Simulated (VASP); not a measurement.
Input of a VASP 6.6.1 run:

The input INCAR:

```
SYSTEM = GaP
PREC = Accurate
ENCUT = 520
EDIFF = 1E-6
ISMEAR = 0
SIGMA = 0.02
LREAL = .False.
LASPH = .True.
NELM = 100
ALGO = Fast
ISIF = 2
LWAVE = .False.
LCHARG = .True.
GGA = PE
LELF = .True.
LVHAR = .True.
NBANDS = 16
```

File KPOINTS:

```
Automatic mesh
0
Gamma
  8 8 8
  0 0 0
```

Contents of POSCAR:

```
GaP
1.0
    0.0000000000      2.7525368115      2.7525368115
    2.7525368115      0.0000000000      2.7525368115
    2.7525368115      2.7525368115      0.0000000000
Ga P
1 1
Direct
    0.0000000000      0.0000000000      0.0000000000
    0.2500000000      0.2500000000      0.2500000000
```

Potentials or basis: VASP PAW PBE potentials, release 64 (Ga_d, P).

Run with:

```sh
$ cat potpaw_PBE.64/Ga_d/POTCAR potpaw_PBE.64/P/POTCAR > POTCAR
$ mpirun -np 1 vasp_std > vasp.out
```

Q: Estimate the pressure.

A: 0.0 GPa.

Q: Predict the band gap on the k mesh.

A: 1.58 eV, direct.

**What was measured.**

“Stacking defects in GaP nanowires: Electronic structure and optical properties”, 2018, arxiv:1810.01194 quotes, for a bulk crystal of GaP at 10 K: band gap 2.34 eV (indirect).

A measured gap of GaP is 2.34 eV (indirect; 10 K; quoted in “Stacking defects in GaP nanowires: Electronic structure and optical properties”, 2018, arxiv:1810.01194); the calculated 1.58 eV misses it by -0.76 eV. Spin-orbit coupling on Ga is left out. The value is that of PBE on a finite k mesh, which can miss the band edges, without temperature or zero-point motion. Semilocal functionals fall short of measured gaps as a rule.
